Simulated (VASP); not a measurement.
# SnS (Pnma) in VASP: notebook

One crystal, SnS, is run at these levels: PBE; tasks: single point.

All numbers are computed with VASP 6.6.1; they aren't measurements. Logs are shortened: lines on timing, memory, paths and dates and some standing lists are left out, and cuts for length are marked.

**What was measured.**

From “Linear dichroism of the optical properties of SnS and SnSe van der Waals crystals”, 2024, arxiv:2409.17412, for a bulk crystal of SnS at 20 K: band gap 1.16 eV (indirect).

How close the calculation comes is told below.

**1. The structure**

The structure is orthorhombic, space group Pnma (No. 62). Conventional cell: a = 11.446 Å, b = 4.023 Å, c = 4.454 Å, α = 90.00°, β = 90.00°, γ = 90.00°. Sn (site symmetry m) has 3 S at 2.66 to 2.69 Å as nearest neighbours. Around S (site symmetry m) lie 3 Sn at 2.66 to 2.69 Å.

**2. Single point, PBE**

File INCAR:

```
SYSTEM = SnS
ALGO = Normal
EDIFF = 1E-6
ENCUT = 520
GGA = PE
ISIF = 2
ISMEAR = 0
LASPH = .TRUE.
LCHARG = .TRUE.
LELF = .TRUE.
LREAL = .FALSE.
LVHAR = .TRUE.
LWAVE = .FALSE.
NBANDS = 50
NELM = 100
PREC = Accurate
SIGMA = 0.02
```

File KPOINTS:

```
k-points
0
G
  4 8 6
  0 0 0
```

File POSCAR:

```
SnS
1.0
   11.4455026897      0.0000000000      0.0000000000
    0.0000000000      4.0232844585      0.0000000000
    0.0000000000      0.0000000000      4.4542025314
Sn S
4 4
Direct
    0.1215422492      0.2500000000      0.1300059279
    0.3784577508      0.7500000000      0.6300059279
    0.6215422492      0.2500000000      0.3699940721
    0.8784577508      0.7500000000      0.8699940721
    0.8498958706      0.2500000000      0.4774433430
    0.6501041294      0.7500000000      0.9774433430
    0.3498958706      0.2500000000      0.0225566570
    0.1501041294      0.7500000000      0.5225566570
```

Potentials or basis: VASP PAW PBE potentials, release 64 (Sn_d, S).

Run with:

```bash
$ cat potpaw_PBE.64/Sn_d/POTCAR potpaw_PBE.64/S/POTCAR > POTCAR
$ mpirun -np 1 vasp_std > vasp.out
```

OUTCAR:

```text
SYSTEM = SnS
   EDIFF = 1E-6
   ENCUT = 520
   GGA = PE
   ISIF = 2
   ISMEAR = 0
   LASPH = .TRUE.
   LREAL = .FALSE.
   NELM = 100
   PREC = Accurate

 ion  position               nearest neighbor table
   1  0.122  0.250  0.130-   7 2.66   8 2.69   8 2.69   4 3.62   4 3.62
   2  0.378  0.750  0.630-   8 2.66   7 2.69   7 2.69   3 3.62   3 3.62
   3  0.622  0.250  0.370-   5 2.66   6 2.69   6 2.69   2 3.62   2 3.62
   4  0.878  0.750  0.870-   6 2.66   5 2.69   5 2.69   1 3.62   1 3.62
   5  0.850  0.250  0.477-   3 2.66   4 2.69   4 2.69
   6  0.650  0.750  0.977-   4 2.66   3 2.69   3 2.69
   7  0.350  0.250  0.023-   1 2.66   2 2.69   2 2.69
   8  0.150  0.750  0.523-   2 2.66   1 2.69   1 2.69

  LATTYP: Found a simple orthorhombic cell.
 ALAT       =     4.0232844585
 B/A-ratio  =     1.1071060417
 C/A-ratio  =     2.8448156743

  Lattice vectors:

 A1 = (   0.0000000000,   4.0232844585,   0.0000000000)
 A2 = (   0.0000000000,   0.0000000000,   4.4542025314)
 A3 = (  11.4455026897,   0.0000000000,   0.0000000000)

Analysis of symmetry for initial positions (statically):
=====================================================================
 Subroutine PRICEL returns:
 Original cell was already a primitive cell.

 Routine SETGRP: Setting up the symmetry group for a
 simple orthorhombic supercell.

 Subroutine GETGRP returns: Found  8 space group operations
 (whereof  2 operations were pure point group operations)
 out of a pool of  8 trial point group operations.

The static configuration has the point symmetry S_2 .
 The point group associated with its full space group is D_2h.

Analysis of symmetry for dynamics (positions and initial velocities):
=====================================================================
 Subroutine PRICEL returns:
 Original cell was already a primitive cell.

 Routine SETGRP: Setting up the symmetry group for a
 simple orthorhombic supercell.

 Subroutine GETGRP returns: Found  8 space group operations
 (whereof  2 operations were pure point group operations)
 out of a pool of  8 trial point group operations.

The dynamic configuration has the point symmetry S_2 .
 The point group associated with its full space group is D_2h.

 Subroutine INISYM returns: Found  8 space group operations
 (whereof  2 operations are pure point group operations),
 and found     1 'primitive' translations

----------------------------------------------------------------------------------------

                                     Primitive cell

  volume of cell :     205.1094

  direct lattice vectors                    reciprocal lattice vectors
    11.445502690  0.000000000  0.000000000     0.087370562  0.000000000  0.000000000
     0.000000000  4.023284459  0.000000000     0.000000000  0.248553144  0.000000000
     0.000000000  0.000000000  4.454202531     0.000000000  0.000000000  0.224507079

  length of vectors
    11.445502690  4.023284459  4.454202531     0.087370562  0.248553144  0.224507079

  position of ions in fractional coordinates (direct lattice)
     0.121542249  0.250000000  0.130005928
     0.378457751  0.750000000  0.630005928
     0.621542249  0.250000000  0.369994072
     0.878457751  0.750000000  0.869994072
     0.849895871  0.250000000  0.477443343
     0.650104129  0.750000000  0.977443343
     0.349895871  0.250000000  0.022556657
     0.150104129  0.750000000  0.522556657

  ion indices of the primitive-cell ions
   primitive index   ion index
                 1           1
                 2           2
                 3           3
                 4           4
                 5           5
                 6           6
                 7           7
                 8           8

----------------------------------------------------------------------------------------

 KPOINTS: k-points

Automatic generation of k-mesh.
 Grid dimensions read from file:
 generate k-points for:    4    8    6

 Generating k-lattice:

  Cartesian coordinates                     Fractional coordinates (reciprocal lattice)
     0.021842640  0.000000000  0.000000000     0.250000000  0.000000000  0.000000000
     0.000000000  0.031069143  0.000000000     0.000000000  0.125000000  0.000000000
     0.000000000  0.000000000  0.037417847     0.000000000  0.000000000  0.166666667

  Length of vectors
     0.021842640  0.031069143  0.037417847

  Shift w.r.t. Gamma in fractional coordinates (k-lattice)
     0.000000000  0.000000000  0.000000000

 Subroutine IBZKPT returns following result:
 ===========================================

 Found     60 irreducible k-points:

 Following reciprocal coordinates:
            Coordinates               Weight
  0.000000  0.000000  0.000000      1.000000
  0.250000  0.000000  0.000000      2.000000
  0.500000  0.000000  0.000000      1.000000
  0.000000  0.125000  0.000000      2.000000
  0.250000  0.125000  0.000000      4.000000
  0.500000  0.125000  0.000000      2.000000
[... 16 lines left out ...]
  0.250000  0.250000  0.166667      8.000000
  0.500000  0.250000  0.166667      4.000000
 [... further k-points ...]
   k-points           NKPTS =     60   k-points in BZ     NKDIM =     60   number of bands    NBANDS=     50
   number of dos      NEDOS =    301   number of ions     NIONS =      8
   total plane-waves  NPLWV =  97200
   dimension x,y,z NGX =    90 NGY =   30 NGZ =   36
   dimension x,y,z NGXF=   180 NGYF=   60 NGZF=   72
   ions per type =               4   4
   NGX,Y,Z   is equivalent  to a cutoff of  13.07, 12.40, 13.44 a.u.
   NGXF,Y,Z  is equivalent  to a cutoff of  26.15, 24.79, 26.87 a.u.
 SYSTEM =  SnS
   PREC   = accura    normal or accurate (medium, high low for compatibility)
   ISTART =      0    job   : 0-new  1-cont  2-samecut
   ICHARG =      2    charge: 1-file 2-atom 10-const
   ISPIN  =      1    spin polarized calculation?
   LNONCOLLINEAR =      F non collinear calculations
   LSORBIT =      F    spin-orbit coupling
   LASPH  =      T    aspherical Exc in radial PAW
   ENCUT  =  520.0 eV  38.22 Ry    6.18 a.u.  21.28  7.48  8.28*2*pi/ulx,y,z
   NELM   =    100;   NELMIN=  2; NELMDL= -5     # of ELM steps
   EDIFF  = 0.1E-05   stopping-criterion for ELM
   LREAL  =      F    real-space projection
   EDIFFG = 0.1E-04   stopping-criterion for IOM
   NSW    =      0    number of steps for IOM
   IBRION =     -1    ionic relax: 0-MD 1-quasi-New 2-CG
   NFREE  =      0    steps in history (QN), initial steepest desc. (CG)
   ISIF   =      2    stress and relaxation
   ISYM   =      2    0-nonsym 1-usesym 2-fastsym
   POTIM  = 0.5000    time-step for ionic-motion
   TEBEG  =    0.0;   TEEND  =   0.0 temperature during run
   PSTRESS=    0.0 pullay stress
   NELECT =      80.0000    total number of electrons
   NUPDOWN=      -1.0000    fix difference up-down
   EMIN   =  10.00;   EMAX   =-10.00  energy-range for DOS
   EFERMI =   0.00;   METHOD = LEGACY
   ISMEAR =     0;   SIGMA  =   0.02  broadening in eV -4-tet -1-fermi 0-gaus
   EFERMI_NEDOS =   21; number of points for ismear=-14 and -15
   IALGO  =     38    algorithm
   IMIX   =      4    mixing-type and parameters
     AMIX     =   0.40;   BMIX     =  1.00
     AMIX_MAG =   1.60;   BMIX_MAG =  1.00
  volume/ion in A,a.u.               =      25.64       173.02
  Fermi-wavevector in a.u.,A,eV,Ry     =   1.196124  2.260347 19.466036  1.430713
  Thomas-Fermi vector in A             =   2.332072
   LORBIT       =      0    0 simple, 1 ext, 2 COOP (PROOUT), +10 PAW based schemes
   GGA     = PE    functional components
   LHFCALC =     F    Hartree Fock is set to
   AEXX    =    0.0000 exact exchange contribution
   IVDW    =     0    specifies the selected vdW correction
   LEPSILON=     F    determine dielectric tensor
   LRPA    =     F    only Hartree local field effects (RPA)
 non-spin polarized calculation
 Gauss-broadening in eV      SIGMA  =   0.02
  energy-cutoff  :      520.00
  volume of cell :      205.11
 maximum number of plane-waves:      5556
 NGX is ok and might be reduce to    90
   NGX = 43   NGY = 15   NGZ = 17

 number of electron      80.0000029 magnetization

 Free energy of the ion-electron system (eV)
  ---------------------------------------------------
  ext. energy  EPLUGINS =         0.00000000
  ---------------------------------------------------
  free energy    TOTEN  =       -35.46212573 eV

  energy without entropy =      -35.46212573  energy(sigma->0) =      -35.46212573

 E-fermi :   5.5170     XC(G=0):  -9.5602

 val. band max:        5.3821069548   @ k =   0.5000   0.0000   0.5000
 cond. band min:       6.4292422559   @ k =   0.0000   0.3750   0.0000
 fundamental gap:      1.0471353011
 Fermi energy:         5.5170435797

 k-point     1 :       0.0000    0.0000    0.0000
  band No.  band energies     occupation
      1     -15.7106      2.00000
      2     -15.7009      2.00000
      3     -15.6940      2.00000
      4     -15.6899      2.00000
      5     -15.6862      2.00000
      6     -15.6828      2.00000
[... 42 lines left out ...]
     49      10.4798      0.00000
     50      10.8050      0.00000

 k-point     2 :       0.2500    0.0000    0.0000
  band No.  band energies     occupation
      1     -15.7094      2.00000
      2     -15.7027      2.00000
      3     -15.6932      2.00000
      4     -15.6904      2.00000
      5     -15.6860      2.00000
      6     -15.6839      2.00000
[... 42 lines left out ...]
     49      10.5644      0.00000
     50      10.7662      0.00000

 k-point     3 :       0.5000    0.0000    0.0000
  band No.  band energies     occupation
      1     -15.7063      2.00000
      2     -15.7063      2.00000
      3     -15.6917      2.00000
      4     -15.6917      2.00000
      5     -15.6852      2.00000
      6     -15.6852      2.00000
[... 42 lines left out ...]
     49      10.3670      0.00000
     50      10.3670      0.00000

 k-point     4 :       0.0000    0.1250    0.0000
  band No.  band energies     occupation
      1     -15.7067      2.00000
      2     -15.6984      2.00000
      3     -15.6903      2.00000
      4     -15.6884      2.00000
      5     -15.6869      2.00000
      6     -15.6852      2.00000
[... 999 lines left out ...]
 k-point    23 :       0.2500    0.2500    0.1667
  band No.  band energies     occupation
      1     -15.7002      2.00000
      2     -15.6972      2.00000
      3     -15.6944      2.00000
      4     -15.6929      2.00000
      5     -15.6844      2.00000
      6     -15.6831      2.00000
[... 42 lines left out ...]
     49       9.7554      0.00000
     50      10.2143      0.00000

 k-point    24 :       0.5000    0.2500    0.1667
  band No.  band energies     occupation
      1     -15.6988      2.00000
      2     -15.6988      2.00000
      3     -15.6935      2.00000
      4     -15.6935      2.00000
      5     -15.6839      2.00000
      6     -15.6839      2.00000
[... 42 lines left out ...]
     49       9.9272      0.00000
     50       9.9273      0.00000

 [... further k-points ...]

------------------------ aborting loop because EDIFF is reached ----------------------------------------

  FORCE on cell =-STRESS in cart. coord.  units (eV):
  Direction    XX          YY          ZZ          XY          YZ          ZX
  --------------------------------------------------------------------------------------
  -------------------------------------------------------------------------------------
  Total       -0.0945979     -0.0813510     -0.0485809      0.0000000     -0.0000000      0.0000000
  in kB       -0.7389355     -0.6354593     -0.3794817      0.0000000     -0.0000000      0.0000000
  external PRESSURE =      -0.5846255 kB  Pullay stress =       0.0000000 kB

 VOLUME and BASIS-vectors are now :
 -----------------------------------------------------------------------------
  energy-cutoff  :      520.00
  volume of cell :      205.11
      direct lattice vectors                 reciprocal lattice vectors
    11.445502690  0.000000000  0.000000000     0.087370562  0.000000000  0.000000000
     0.000000000  4.023284459  0.000000000     0.000000000  0.248553144  0.000000000
     0.000000000  0.000000000  4.454202531     0.000000000  0.000000000  0.224507079

 POSITION                                       TOTAL-FORCE (eV/Angst)
 -----------------------------------------------------------------------------------
      1.39111      1.00582      0.57907        -0.000673      0.000000     -0.005388
      4.33164      3.01746      2.80617         0.000673     -0.000000     -0.005388
      7.11386      1.00582      1.64803        -0.000673     -0.000000      0.005388
     10.05439      3.01746      3.87513         0.000673     -0.000000      0.005388
      9.72749      1.00582      2.12663        -0.000396     -0.000000     -0.004965
      7.44077      3.01746      4.35373         0.000396     -0.000000     -0.004965
      4.00473      1.00582      0.10047        -0.000396     -0.000000      0.004965
      1.71802      3.01746      2.32757         0.000396     -0.000000      0.004965
 -----------------------------------------------------------------------------------
    total drift:                                0.000000      0.000000      0.000000

  FREE ENERGIE OF THE ION-ELECTRON SYSTEM (eV)
  ---------------------------------------------------
  free  energy   TOTEN  =       -35.4621257291 eV

  energy  without entropy=      -35.4621257291  energy(sigma->0) =      -35.46212573
```

It took 6.9 min on 1 thread of Intel Xeon Platinum 8488C (Sapphire Rapids), shared host; peak memory 0.59 GiB.

What came out:

- Free energy: -35.4621 eV
- Pressure: -0.1 GPa
- Largest force: 0.005 eV/Å
- Band gap on the k mesh: 1.05 eV, indirect (least direct gap 1.33 eV)

Forces on the atoms (eV/Å):
```
Sn  -0.001  0.000 -0.005
Sn   0.001  0.000 -0.005
Sn  -0.001  0.000  0.005
Sn   0.001  0.000  0.005
S    0.000  0.000 -0.005
S    0.000  0.000 -0.005
S    0.000  0.000  0.005
S    0.000  0.000  0.005
```

Caveat: spin-orbit coupling is left out, which moves the levels of the heavy elements.

**3. Single point, PBE ((1 0 0) slab cut from the bulk)**

File INCAR:

```
  ALGO = Normal
  DIPOL = 0.5 0.5 0.500
  EDIFF = 1E-7
  ENCUT = 520
  GGA = PE
  IDIPOL = 3
  ISIF = 2
  ISMEAR = 0
  LASPH = True
  LCHARG = False
  LDIPOL = True
  LREAL = False
  LWAVE = False
  NBANDS = 72
  NELM = 80
  PREC = Accurate
  SIGMA = 0.05
```

File KPOINTS:

```
k-points
0
Gamma
  7 6 1
```

File POSCAR:

```
SnS
1.0
    4.0232844585      0.0000000000      0.0000000000
    0.0000000000      4.4542025314      0.0000000000
    0.0000000000      0.0000000000     29.3860297541
Sn S
6 6
Direct
    0.7500000000      0.8699940721      0.2552233174
    0.2500000000      0.3699940721      0.3552887937
    0.7500000000      0.6300059279      0.4499672618
    0.2500000000      0.1300059279      0.5500327382
    0.7500000000      0.8699940721      0.6447112063
    0.2500000000      0.3699940721      0.7447766826
    0.2500000000      0.4774433430      0.2663478239
    0.7500000000      0.9774433430      0.3441642873
    0.2500000000      0.0225566570      0.4610917683
    0.7500000000      0.5225566570      0.5389082317
    0.2500000000      0.4774433430      0.6558357127
    0.7500000000      0.9774433430      0.7336521761
```

Potentials or basis: VASP PAW PBE potentials, release 64 (Sn_d, S).

Run with:

```bash
$ cat potpaw_PBE.64/Sn_d/POTCAR potpaw_PBE.64/S/POTCAR > POTCAR
$ mpirun -np 1 vasp_std > vasp.out
```

Run time: 20 min. Hardware: 1 thread of Intel Xeon Platinum 8488C (Sapphire Rapids), shared host; peak memory 0.76 GiB.

Results (log left out):

| Quantity | Value |
| --- | --- |
| Free energy | -52.9936 eV |
| Largest force | 0.188 eV/Å |
| Band gap on the k mesh | 1.32 eV, indirect (least direct gap 1.59 eV) |

Forces on the atoms (eV/Å):
```
Sn   0.000  0.059  0.179
Sn   0.000  0.045 -0.061
Sn   0.000 -0.006 -0.002
Sn   0.000 -0.006  0.002
Sn   0.000  0.045  0.061
Sn   0.000  0.059 -0.179
S    0.000 -0.044  0.036
S    0.000 -0.052 -0.144
S    0.000 -0.002  0.004
S    0.000 -0.002 -0.004
S    0.000 -0.052  0.144
S    0.000 -0.044 -0.036
```

Levels at points of the mesh, in eV from the valence-band top:
```
           k point  band 57  band 58  band 59  band 60  band 61  band 62  band 63  band 64
(0.00, 0.00, 0.00)    -1.42    -0.52    -0.34    -0.31     1.33     2.09     2.90     2.95
(0.00, 0.50, 0.00)    -0.40    -0.40     0.00     0.00     1.64     1.64     1.86     1.86
```

Caveat: spin-orbit coupling is left out, which moves the levels of the heavy elements.

**4. Single point, PBE ((1 0 0) slab, atoms relaxed)**

File INCAR:

```
ALGO = Fast ; DIPOL = 0.5 0.5 0.500
EDIFF = 1E-7 ; ENCUT = 520
GGA = PE ; IDIPOL = 3
ISIF = 2 ; ISMEAR = 0
LASPH = T ; LCHARG = F
LDIPOL = T ; LREAL = F
LWAVE = F ; NBANDS = 72
NELM = 80 ; PREC = Accurate
SIGMA = 0.05
```

KPOINTS is that of step 3.

File POSCAR:

```
SnS
1.0
    4.0232844585      0.0000000000      0.0000000000
    0.0000000000      4.4542025314      0.0000000000
    0.0000000000      0.0000000000     29.3860297541
Sn S
6 6
Direct
    0.7500000000      0.8763488676      0.2564803999
    0.2500000000      0.3749221205      0.3547611594
    0.7500000000      0.6241720232      0.4500616637
    0.2500000000      0.1241236065      0.5499347288
    0.7500000000      0.8748997231      0.6452373620
    0.2500000000      0.3763657704      0.7435207563
    0.2500000000      0.4777662635      0.2665788651
    0.7500000000      0.9772368390      0.3441884026
    0.2500000000      0.0170278140      0.4612024272
    0.7500000000      0.5170083252      0.5387988401
    0.2500000000      0.4772219852      0.6558136059
    0.7500000000      0.9777814921      0.7334217890
```

Run with:

```bash
$ cat potpaw_PBE.64/Sn_d/POTCAR potpaw_PBE.64/S/POTCAR > POTCAR
$ mpirun -np 1 vasp_std > vasp.out
```

It took 32 min on 1 thread of Intel Xeon Platinum 8488C (Sapphire Rapids), shared host; peak memory 0.78 GiB.

The run converged. Its results:

```yaml
Free_energy: -53.0046 eV
Largest_force: 0.011 eV/Å
Band_gap_on_the_k_mesh: 1.31 eV, indirect (least direct gap 1.61 eV)
```

Forces in eV/Å, atoms in the order of the input:
```
Sn   0.000  0.010  0.002
Sn   0.000  0.001  0.010
Sn   0.000 -0.003 -0.002
Sn   0.000 -0.002  0.003
Sn   0.000  0.001 -0.009
Sn   0.000  0.010 -0.002
S    0.000 -0.004 -0.011
S    0.000 -0.004  0.001
S    0.000  0.000 -0.008
S    0.000  0.000  0.007
S    0.000 -0.004 -0.001
S    0.000 -0.004  0.010
```

Levels at points of the mesh, in eV from the valence-band top:
```csv
k point,band 57,band 58,band 59,band 60,band 61,band 62,band 63,band 64
"(0.00, 0.00, 0.00)",-1.44,-0.52,-0.35,-0.30,1.38,2.17,2.94,2.96
"(0.00, 0.50, 0.00)",-0.39,-0.39,0.00,0.00,1.67,1.67,1.89,1.89
```

Caveat: spin-orbit coupling is left out, which moves the levels of the heavy elements.

**5. The runs side by side**

| cell | k mesh | smearing | dipole correction | gap on the mesh (eV) | largest force (eV/Å) |
| --- | --- | --- | --- | --- | --- |
| as given | 4 × 8 × 6 | gaussian 0.02 eV | no | 1.05 | 0.01 |
| (1 0 0) slab cut from the bulk | 7 × 6 × 1 | gaussian 0.05 eV | yes | 1.32 | 0.19 |
| (1 0 0) slab, atoms relaxed | 7 × 6 × 1 | gaussian 0.05 eV | yes | 1.31 | 0.01 |

Alike in all rows: task single point; level PBE; potentials or basis VASP PAW PBE potentials, release 64 (Sn_d, S); no spin polarisation; cutoff (eV) 520.

Caveats: spin-orbit coupling is left out, which moves the levels of the heavy elements.

Total energies depend on the potentials used, so only differences within one code and one set of settings carry meaning.

**6. How close it comes**

Step 2. Against the measured gap of SnS, 1.16 eV (indirect; 20 K; “Linear dichroism of the optical properties of SnS and SnSe van der Waals crystals”, 2024, arxiv:2409.17412), the calculated 1.05 eV is off by -0.11 eV. 2 values of this kind are on record (1.09 to 1.16 eV); this one was drawn at random. Spin-orbit coupling on Sn is left out. The value is that of PBE on a finite k mesh, which can miss the band edges, without temperature or zero-point motion. Semilocal functionals fall short of measured gaps as a rule.
